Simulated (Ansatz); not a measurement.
# A series in volume per atom on Al

All results are calculated (Ansatz 0.2.0 development build). Equation of state of a cubic crystal from periodic Kohn-Sham density functional theory without spin; pressure corrected for the finite basis.

Cell of the first row (space group Fd-3m, No. 227):
```
cell vectors (Å)
   0.0000     2.9606     2.9606
   2.9606     0.0000     2.9606
   2.9606     2.9606     0.0000
atoms (fractions of the cell vectors)
Al  0.00000  0.00000  0.00000
Al  0.25000  0.25000  0.25000
```

Settings of every row: formula Al; structure type diamond; functional PBE; spin treatment none; k mesh 31x31x31; occupation method fermi-dirac; occupation width 0.061225619 eV; wave cutoff 420 eV; datasets soft-1 PAW; density cutoff ratio 4.

Limits: a cubic model structure, not a phase known at ambient conditions.

```csv
row,volume per atom (Å³),energy above lowest point (meV/atom),pressure (GPa)
1,25.951,13.48,2.693
2,26.503,5.9,1.72
3,27.055,?,?
4,27.607,0,0.05
5,28.159,1.08,-0.663
6,28.712,4.49,-1.306
7,29.264,10.01,-1.885
```

Question: what energy above lowest point and pressure should row 3 give?

Worked fit of energy above lowest point. Take u = (V_r/V)^(2/3) − 1 with V_r = 27.883 Å³ an atom, which is twice the finite (Eulerian) strain; such expansions in the strain, on which the Birch-Murnaghan equation of state is built, carry the rest volume and the bulk modulus. The shown rows have u = 0.04904, 0.03442, 0.00665, -0.00655, -0.01934, -0.03171. Least squares give energy above lowest point = 0.231 − 82.32 × u + 7151.3 × u² + 736 × u³ meV/atom; a parabola predicts inner rows, each left out in turn, worse (root mean square 0.015 against 0.0039 meV/atom). All shown rows lie on it to the printed digit. Its lowest point lies at u = 0.0058, or V = 27.64 Å³ an atom, and the curvature there gives the bulk modulus at fixed shape and fractions, B = (4/9)(1 + u)² E″(u)/V = 37.3 GPa. The withheld row has u = 0.0203, so the fit gives 0.231 − 82.32 × (0.0203) + 7151.3 × (0.0203)² + 736 × (0.0203)³ = 1.51 meV/atom.

The calculation gave 1.51 meV/atom. The fit meets it to the printed digit.

Worked fit of pressure. Take u = (V_r/V)^(2/3) − 1 with V_r = 27.883 Å³ an atom, which is twice the finite (Eulerian) strain; such expansions in the strain, on which the Birch-Murnaghan equation of state is built, carry the rest volume and the bulk modulus. The shown rows have u = 0.04904, 0.03442, 0.00665, -0.00655, -0.01934, -0.03171. Least squares give pressure = −0.3153 + 54.024 × u + 145.39 × u² + 80.2 × u³ GPa; a parabola predicts inner rows, each left out in turn, worse (root mean square 0.0017 against 0.00081 GPa). All shown rows lie on it to the printed digit. The pressure vanishes at u = 0.0057, or V = 27.64 Å³ an atom, and there the bulk modulus at fixed shape and fractions is B = −V dP/dV = (2/3)(1 + u) dP/du = 37.3 GPa. The withheld row has u = 0.0203, so the fit gives −0.3153 + 54.024 × (0.0203) + 145.39 × (0.0203)² + 80.2 × (0.0203)³ = 0.842 GPa.

The calculation gave 0.842 GPa. The fit meets it to the printed digit.
